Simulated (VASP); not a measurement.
# BaTe (I4mm) in VASP: notebook

Runs on BaTe. Level: PBE. Tasks: single point.

Program: VASP 6.6.1. These are calculated values, not measurements. Logs are shortened: lines on timing, memory, paths and dates and some standing lists are left out, and cuts for length are marked.

### Step 1. The cell of the first run

Symmetry: I4mm, No. 107, tetragonal system. The conventional cell has a = 4.822 Å, b = 4.822 Å, c = 6.820 Å, α = 90.00°, β = 90.00°, γ = 90.00°. Around Ba (site symmetry 4mm) lie 6 Te at 3.36 to 3.46 Å. Te (site symmetry 4mm) has 6 Ba at 3.36 to 3.46 Å as nearest neighbours.

### Step 2. Single point, PBE

File INCAR:

```
SYSTEM = BaTe
PREC = Accurate
ENCUT = 520
EDIFF = 1E-6
ISMEAR = 0
SIGMA = 0.05
LREAL = .False.
LASPH = .True.
NELM = 100
ALGO = Normal
ISIF = 2
LWAVE = .False.
LCHARG = .False.
GGA = PE
NBANDS = 15
```

File KPOINTS:

```
regular mesh
0
Gamma
  8 8 8
  0 0 0
```

File POSCAR:

```
BaTe
1.0
    0.0000000000      3.4100000000      3.4100000000
    3.4100000000      0.0000000000      3.4100000000
    3.4100000000      3.4100000000      0.0000000000
Ba Te
1 1
Direct
    0.0000000000      0.0000000000      0.0000000000
    0.4926686217      0.4926686217      0.5073313783
```

Potentials or basis: VASP PAW PBE potentials, release 64 (Ba_sv, Te).

Command:

```bash
$ cat potpaw_PBE.64/Ba_sv/POTCAR potpaw_PBE.64/Te/POTCAR > POTCAR
$ mpirun -np 1 vasp_std > vasp.out
```

OUTCAR:

```text
SYSTEM = BaTe
   PREC = Accurate
   ENCUT = 520
   EDIFF = 1E-6
   ISMEAR = 0
   LREAL = .False.
   LASPH = .True.
   NELM = 100
   ISIF = 2
   GGA = PE

 ion  position               nearest neighbor table
   1  0.000  0.000  0.000-   2 3.36   2 3.41   2 3.41   2 3.41   2 3.41   2 3.46
   2  0.493  0.493  0.507-   1 3.36   1 3.41   1 3.41   1 3.41   1 3.41   1 3.46

  LATTYP: Found a face centered cubic cell.
 ALAT       =     6.8200000000

  Lattice vectors:

 A1 = (   0.0000000000,   3.4100000000,   3.4100000000)
 A2 = (   3.4100000000,   0.0000000000,   3.4100000000)
 A3 = (   3.4100000000,   3.4100000000,   0.0000000000)

Analysis of symmetry for initial positions (statically):
=====================================================================
 Subroutine PRICEL returns:
 Original cell was already a primitive cell.

 Routine SETGRP: Setting up the symmetry group for a
 face centered cubic supercell.

 Subroutine GETGRP returns: Found  8 space group operations
 (whereof  8 operations were pure point group operations)
 out of a pool of 48 trial point group operations.

The static configuration has the point symmetry C_4v.

Analysis of symmetry for dynamics (positions and initial velocities):
=====================================================================
 Subroutine PRICEL returns:
 Original cell was already a primitive cell.

 Routine SETGRP: Setting up the symmetry group for a
 face centered cubic supercell.

 Subroutine GETGRP returns: Found  8 space group operations
 (whereof  8 operations were pure point group operations)
 out of a pool of 48 trial point group operations.

The dynamic configuration has the point symmetry C_4v.

 Subroutine INISYM returns: Found  8 space group operations
 (whereof  8 operations are pure point group operations),
 and found     1 'primitive' translations

----------------------------------------------------------------------------------------

                                     Primitive cell

  volume of cell :      79.3036

  direct lattice vectors                    reciprocal lattice vectors
     0.000000000  3.410000000  3.410000000    -0.146627566  0.146627566  0.146627566
     3.410000000  0.000000000  3.410000000     0.146627566 -0.146627566  0.146627566
     3.410000000  3.410000000  0.000000000     0.146627566  0.146627566 -0.146627566

  length of vectors
     4.822468248  4.822468248  4.822468248     0.253966394  0.253966394  0.253966394

  position of ions in fractional coordinates (direct lattice)
     0.000000000  0.000000000  0.000000000
     0.492668622  0.492668622  0.507331378

  ion indices of the primitive-cell ions
   primitive index   ion index
                 1           1
                 2           2

----------------------------------------------------------------------------------------

 KPOINTS: regular mesh

Automatic generation of k-mesh.
 Grid dimensions read from file:
 generate k-points for:    8    8    8

 Generating k-lattice:

  Cartesian coordinates                     Fractional coordinates (reciprocal lattice)
    -0.018328446  0.018328446  0.018328446     0.125000000  0.000000000  0.000000000
     0.018328446 -0.018328446  0.018328446     0.000000000  0.125000000  0.000000000
     0.018328446  0.018328446 -0.018328446     0.000000000  0.000000000  0.125000000

  Length of vectors
     0.031745799  0.031745799  0.031745799

  Shift w.r.t. Gamma in fractional coordinates (k-lattice)
     0.000000000  0.000000000  0.000000000

 Subroutine IBZKPT returns following result:
 ===========================================

 Found     59 irreducible k-points:

 Following reciprocal coordinates:
            Coordinates               Weight
  0.000000  0.000000  0.000000      1.000000
  0.125000  0.000000  0.000000      8.000000
  0.250000  0.000000  0.000000      8.000000
  0.375000  0.000000  0.000000      8.000000
  0.500000  0.000000  0.000000      4.000000
  0.125000  0.125000  0.000000      2.000000
[... 16 lines left out ...]
  0.000000  0.375000  0.250000     16.000000
  0.500000  0.250000  0.000000      8.000000
 [... further k-points ...]
   k-points           NKPTS =     59   k-points in BZ     NKDIM =     59   number of bands    NBANDS=     15
   number of dos      NEDOS =    301   number of ions     NIONS =      2
   total plane-waves  NPLWV =  46656
   dimension x,y,z NGX =    36 NGY =   36 NGZ =   36
   dimension x,y,z NGXF=    72 NGYF=   72 NGZF=   72
   ions per type =               1   1
   NGX,Y,Z   is equivalent  to a cutoff of  12.41, 12.41, 12.41 a.u.
   NGXF,Y,Z  is equivalent  to a cutoff of  24.82, 24.82, 24.82 a.u.
 SYSTEM =  BaTe
   PREC   = accura    normal or accurate (medium, high low for compatibility)
   ISTART =      0    job   : 0-new  1-cont  2-samecut
   ICHARG =      2    charge: 1-file 2-atom 10-const
   ISPIN  =      1    spin polarized calculation?
   LNONCOLLINEAR =      F non collinear calculations
   LSORBIT =      F    spin-orbit coupling
   LASPH  =      T    aspherical Exc in radial PAW
   ENCUT  =  520.0 eV  38.22 Ry    6.18 a.u.   8.97  8.97  8.97*2*pi/ulx,y,z
   NELM   =    100;   NELMIN=  2; NELMDL= -5     # of ELM steps
   EDIFF  = 0.1E-05   stopping-criterion for ELM
   LREAL  =      F    real-space projection
   EDIFFG = 0.1E-04   stopping-criterion for IOM
   NSW    =      0    number of steps for IOM
   IBRION =     -1    ionic relax: 0-MD 1-quasi-New 2-CG
   NFREE  =      0    steps in history (QN), initial steepest desc. (CG)
   ISIF   =      2    stress and relaxation
   ISYM   =      2    0-nonsym 1-usesym 2-fastsym
   POTIM  = 0.5000    time-step for ionic-motion
   TEBEG  =    0.0;   TEEND  =   0.0 temperature during run
   PSTRESS=    0.0 pullay stress
   NELECT =      16.0000    total number of electrons
   NUPDOWN=      -1.0000    fix difference up-down
   EMIN   =  10.00;   EMAX   =-10.00  energy-range for DOS
   EFERMI =   0.00;   METHOD = LEGACY
   ISMEAR =     0;   SIGMA  =   0.05  broadening in eV -4-tet -1-fermi 0-gaus
   EFERMI_NEDOS =   21; number of points for ismear=-14 and -15
   IALGO  =     38    algorithm
   IMIX   =      4    mixing-type and parameters
     AMIX     =   0.40;   BMIX     =  1.00
     AMIX_MAG =   1.60;   BMIX_MAG =  1.00
  volume/ion in A,a.u.               =      39.65       267.58
  Fermi-wavevector in a.u.,A,eV,Ry     =   0.960175  1.814468 12.543704  0.921936
  Thomas-Fermi vector in A             =   2.089436
   LORBIT       =      0    0 simple, 1 ext, 2 COOP (PROOUT), +10 PAW based schemes
   GGA     = PE    functional components
   LHFCALC =     F    Hartree Fock is set to
   AEXX    =    0.0000 exact exchange contribution
   IVDW    =     0    specifies the selected vdW correction
   LEPSILON=     F    determine dielectric tensor
   LRPA    =     F    only Hartree local field effects (RPA)
 non-spin polarized calculation
 Gauss-broadening in eV      SIGMA  =   0.05
  energy-cutoff  :      520.00
  volume of cell :       79.30
 maximum number of plane-waves:      2150
   NGX = 17   NGY = 17   NGZ = 17

 number of electron      15.9999998 magnetization

 Free energy of the ion-electron system (eV)
  ---------------------------------------------------
  ext. energy  EPLUGINS =         0.00000000
  ---------------------------------------------------
  free energy    TOTEN  =        -8.50898766 eV

  energy without entropy =       -8.50898766  energy(sigma->0) =       -8.50898766

 E-fermi :   2.9957     XC(G=0):  -8.5640

 val. band max:        2.7912812635   @ k =   0.0000   0.0000   0.0000
 cond. band min:       4.1245030240   @ k =   0.5000   0.5000   0.0000
 fundamental gap:      1.3332217604
 Fermi energy:         2.9956593034

 k-point     1 :       0.0000    0.0000    0.0000
  band No.  band energies     occupation
      1     -24.0332      2.00000
      2      -9.2083      2.00000
      3      -9.2061      2.00000
      4      -9.2061      2.00000
      5      -6.9307      2.00000
      6       2.7906      2.00000
      7       2.7906      2.00000
      8       2.7913      2.00000
      9       5.6595      0.00000
     10       5.6644      0.00000
     11       5.6644      0.00000
     12       6.0225      0.00000
     13       6.3629      0.00000
     14       6.3720      0.00000
     15       9.7715      0.00000

 k-point     2 :       0.1250    0.0000    0.0000
  band No.  band energies     occupation
      1     -24.0302      2.00000
      2      -9.3199      2.00000
      3      -9.2091      2.00000
      4      -9.2082      2.00000
      5      -6.7685      2.00000
      6       2.2269      2.00000
      7       2.5125      2.00000
      8       2.5166      2.00000
      9       5.7120      0.00000
     10       5.8738      0.00000
     11       5.8746      0.00000
     12       6.7056      0.00000
     13       6.8747      0.00000
     14       6.8884      0.00000
     15      10.3143      0.00000

 k-point     3 :       0.2500    0.0000    0.0000
  band No.  band energies     occupation
      1     -24.0229      2.00000
      2      -9.5488      2.00000
      3      -9.2139      2.00000
      4      -9.2130      2.00000
      5      -6.4118      2.00000
      6       1.2963      2.00000
      7       2.0111      2.00000
      8       2.0136      2.00000
      9       5.9095      0.00000
     10       6.4397      0.00000
     11       6.4397      0.00000
     12       8.0059      0.00000
     13       8.0951      0.00000
     14       8.1134      0.00000
     15      11.3489      0.00000
[... 343 lines left out ...]
 k-point    23 :       0.0000    0.3750    0.2500
  band No.  band energies     occupation
      1     -24.0137      2.00000
      2      -9.5510      2.00000
      3      -9.2853      2.00000
      4      -9.2783      2.00000
      5      -6.4328      2.00000
      6       1.0645      2.00000
      7       2.1147      2.00000
      8       2.2542      2.00000
      9       4.8070      0.00000
     10       7.3312      0.00000
     11       7.4746      0.00000
     12       8.1370      0.00000
     13       8.1666      0.00000
     14      10.0916      0.00000
     15      11.1604      0.00000

 k-point    24 :       0.5000    0.2500    0.0000
  band No.  band energies     occupation
      1     -24.0093      2.00000
      2      -9.6225      2.00000
      3      -9.3266      2.00000
      4      -9.2712      2.00000
      5      -6.3109      2.00000
      6       1.0623      2.00000
      7       1.6976      2.00000
      8       1.9121      2.00000
      9       5.4047      0.00000
     10       7.9665      0.00000
     11       8.2058      0.00000
     12       8.5055      0.00000
     13       8.5209      0.00000
     14       9.5051      0.00000
     15      10.5772      0.00000

 [... further k-points ...]

------------------------ aborting loop because EDIFF is reached ----------------------------------------

  FORCE on cell =-STRESS in cart. coord.  units (eV):
  Direction    XX          YY          ZZ          XY          YZ          ZX
  --------------------------------------------------------------------------------------
  -------------------------------------------------------------------------------------
  Total        2.0917508      2.0917508      2.1487056      0.0000000      0.0000000      0.0000000
  in kB       42.2597954     42.2597954     43.4104569      0.0000000      0.0000000      0.0000000
  external PRESSURE =      42.6433493 kB  Pullay stress =       0.0000000 kB

 VOLUME and BASIS-vectors are now :
 -----------------------------------------------------------------------------
  energy-cutoff  :      520.00
  volume of cell :       79.30
      direct lattice vectors                 reciprocal lattice vectors
     0.000000000  3.410000000  3.410000000    -0.146627566  0.146627566  0.146627566
     3.410000000  0.000000000  3.410000000     0.146627566 -0.146627566  0.146627566
     3.410000000  3.410000000  0.000000000     0.146627566  0.146627566 -0.146627566

 POSITION                                       TOTAL-FORCE (eV/Angst)
 -----------------------------------------------------------------------------------
      0.00000      0.00000      0.00000         0.000000      0.000000     -0.154358
      3.41000      3.41000      3.36000         0.000000      0.000000      0.154358
 -----------------------------------------------------------------------------------
    total drift:                               -0.000000     -0.000000     -0.000062

  FREE ENERGIE OF THE ION-ELECTRON SYSTEM (eV)
  ---------------------------------------------------
  free  energy   TOTEN  =        -8.5089876566 eV

  energy  without entropy=       -8.5089876566  energy(sigma->0) =       -8.50898766
```

It took 36 s on 1 thread of AMD EPYC 9R45 (Zen 5), shared host; peak memory 0.22 GiB.

Results:

```
Free energy            : -8.5090 eV
Pressure               : 4.3 GPa
Largest force          : 0.154 eV/Å
Band gap on the k mesh : 1.33 eV, indirect (least direct gap 1.71 eV)
```

Forces on the atoms (eV/Å):
```
Ba   0.000  0.000 -0.154
Te   0.000  0.000  0.154
```

Caveat: spin-orbit coupling is left out, which moves the levels of the heavy elements.

### Step 3. Single point, PBE

File INCAR:

```
SYSTEM = BaTe
ALGO     = Normal         ! electronic algorithm
EDIFF    = 1E-7           ! SCF threshold, eV
ENCUT    = 520            ! plane-wave cutoff, eV
GGA      = PE             ! functional
ISIF     = 2              ! what is computed and relaxed
ISMEAR   = 0              ! smearing method
LASPH    = .TRUE.         ! aspherical terms in the spheres
LCHARG   = .FALSE.        ! write CHGCAR
LREAL    = .FALSE.        ! projectors in reciprocal space
LWAVE    = .FALSE.        ! write WAVECAR
NBANDS   = 15             ! bands
NELM     = 100            ! most SCF steps
PREC     = Accurate       ! precision mode
SIGMA    = 0.05           ! smearing width, eV
```

File KPOINTS:

```
k-points
0
G
  8 8 8
  0 0 0
```

POSCAR: that of step 2 with these lines changed.

```diff
@@ -9,2 +9,2 @@
     0.0000000000      0.0000000000      0.0000000000
-    0.4926686217      0.4926686217      0.5073313783
+    0.4743401760      0.4743401760      0.5256598240
```

Potentials or basis: VASP PAW PBE potentials, release 64 (Ba_sv, Te).

Command:

```bash
$ cat potpaw_PBE.64/Ba_sv/POTCAR potpaw_PBE.64/Te/POTCAR > POTCAR
$ mpirun -np 1 vasp_std > vasp.out
```

It took 37 s on 1 thread of AMD EPYC 9R45 (Zen 5), shared host; peak memory 0.22 GiB.

The run converged. Its results:

```yaml
Free_energy: -8.4638 eV
Pressure: 4.5 GPa
Largest_force: 0.585 eV/Å
Band_gap_on_the_k_mesh: 1.38 eV, indirect (least direct gap 1.71 eV)
```

Forces in eV/Å, atoms in the order of the input:
```
Ba   0.000  0.000 -0.585
Te   0.000  0.000  0.585
```

Stress tensor (GPa, compression positive):
```
4.06 0.00 0.00
0.00 4.06 0.00
0.00 0.00 5.48
```

Levels at points of the mesh, in eV from the valence-band top:
| k point | band 5 | band 6 | band 7 | band 8 | band 9 | band 10 | band 11 | band 12 |
| --- | --- | --- | --- | --- | --- | --- | --- | --- |
| (0.00, 0.00, 0.00) | -9.67 | -0.01 | -0.01 | 0.00 | 2.93 | 2.98 | 2.98 | 3.27 |
| (0.50, 0.00, 0.00) | -8.69 | -2.41 | -1.25 | -1.23 | 4.29 | 4.97 | 5.09 | 5.10 |
| (0.50, 0.50, 0.00) | -9.42 | -1.07 | -0.33 | -0.33 | 1.38 | 4.62 | 5.06 | 5.81 |
| (0.00, 0.50, 0.50) | -9.43 | -1.10 | -0.44 | -0.33 | 1.51 | 4.63 | 5.02 | 6.02 |

Caveat: spin-orbit coupling is left out, which moves the levels of the heavy elements.

### Step 4. Single point, PBE

File INCAR:

```
  ALGO = Normal
  EDIFF = 1E-7
  ENCUT = 520
  GGA = PE
  ISIF = 2
  ISMEAR = 0
  LASPH = T
  LCHARG = F
  LREAL = F
  LWAVE = F
  NBANDS = 15
  NELM = 100
  PREC = Accurate
  SIGMA = 0.05
```

File KPOINTS:

```
k-points
0
Gamma
  8 8 8
```

POSCAR: that of step 3 with these lines changed.

```diff
@@ -9,2 +9,2 @@
     0.0000000000      0.0000000000      0.0000000000
-    0.4743401760      0.4743401760      0.5256598240
+    0.4780058651      0.4780058651      0.5219941349
```

Command:

```bash
$ cat potpaw_PBE.64/Ba_sv/POTCAR potpaw_PBE.64/Te/POTCAR > POTCAR
$ mpirun -np 1 vasp_std > vasp.out
```

It took 40 s on 1 thread of AMD EPYC 9R45 (Zen 5), shared host; peak memory 0.22 GiB.

It converged, with:

- Free energy: -8.4772 eV
- Pressure: 4.5 GPa
- Largest force: 0.490 eV/Å
- Band gap on the k mesh: 1.37 eV, indirect (least direct gap 1.71 eV)

Forces in eV/Å, atoms in the order of the input:
```
Ba   0.000  0.000 -0.490
Te   0.000  0.000  0.490
```

Stress tensor (GPa, compression positive):
```
4.11 0.00 0.00
0.00 4.11 0.00
0.00 0.00 5.15
```

Levels at points of the mesh, in eV from the valence-band top:
```
           k point  band 4  band 5  band 6  band 7  band 8  band 9  band 10  band 11  band 12  band 13
(0.00, 0.00, 0.00)  -11.96   -9.68   -0.01   -0.01    0.00    2.91     2.95     2.95     3.26     3.61
(0.50, 0.00, 0.00)  -11.97   -8.70   -2.42   -1.26   -1.25    4.29     4.97     5.08     5.08     7.04
(0.50, 0.50, 0.00)  -12.08   -9.44   -1.09   -0.34   -0.34    1.37     4.60     5.04     5.85     6.02
(0.00, 0.50, 0.50)  -12.07   -9.45   -1.12   -0.43   -0.34    1.46     4.61     5.01     6.01     6.03
```

Caveat: spin-orbit coupling is left out, which moves the levels of the heavy elements.

### Step 5. Overview

```tsv
cell	gap on the mesh (eV)	pressure (GPa)	largest force (eV/Å)
all Te atoms moved +0.050 Å, as atom 2 towards its neighbour atom 1 (Ba) at 3.410 Å	1.33	4.3	0.15
all Te atoms moved +0.175 Å, as atom 2 towards its neighbour atom 1 (Ba) at 3.410 Å	1.38	4.5	0.58
all Te atoms moved +0.150 Å, as atom 2 towards its neighbour atom 1 (Ba) at 3.410 Å	1.37	4.5	0.49
```

Alike in all rows: task single point; level PBE; potentials or basis VASP PAW PBE potentials, release 64 (Ba_sv, Te); no spin polarisation; k mesh 8 × 8 × 8; cutoff (eV) 520; smearing gaussian 0.05 eV.

Caveats: spin-orbit coupling is left out, which moves the levels of the heavy elements.

Absolute energies hang on the potentials; compare differences alone.
